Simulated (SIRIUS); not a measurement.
Runs of SIRIUS 7.12.0 on BaS. The structure is cubic, space group Fm-3m (No. 225). Conventional cell: a = 6.388 Å, b = 6.388 Å, c = 6.388 Å, α = 90.00°, β = 90.00°, γ = 90.00°. Ba (site symmetry m-3m) has 6 S at 3.19 Å as nearest neighbours. S (site symmetry m-3m) is surrounded by 6 Ba at 3.19 Å. 

```tsv
task	level	potentials or basis	spin	valence relativity	reference energy of the basis	core relativity	start of the SCF	gap on the mesh (eV)
band structure	PBE	all-electron FP-LAPW (ZORA valence), apw+lo standard	off	zora	0.15 Ha	dirac	LDA density	2.27
band structure	PBE	all-electron FP-LAPW (no relativity for the valence, core without relativity), apw+lo standard	off	none	0.16 Ha	none	LDA density	2.12
band structure	PBE	all-electron FP-LAPW (Koelling-Harmon valence), apw+lo standard	off	koelling_harmon	0.15 Ha	dirac	LDA density	2.27
band structure	PBE	all-electron FP-LAPW, apw+lo standard	SOC, no magnetisation	iora	0.15 Ha	-	LDA density	(a)
```

Alike in all rows: cell as given; k mesh 7 × 7 × 7; cutoff (eV) 170; smearing fermi-dirac 0.05 eV.

Q: Estimate the missing entries.

A: (a) 2.17.

Caveats: spin-orbit coupling is left out, which moves the levels of the heavy elements (some runs); relativity is left out for the valence states, which matters for the heavier elements (some runs); relativity is left out for the core states (some runs); spin-orbit coupling enters by second variation, whose total energy isn't converged in the number of states and isn't listed, and the forces lack its term (some runs); few first-variational states were used for spin-orbit coupling, so levels can be off by a tenth of an eV or more (some runs).

A k mesh can miss the band edges, and rows without SOC leave out spin-orbit coupling on Ba.

A gap of «none» marks a metal or a gap under the smearing width.
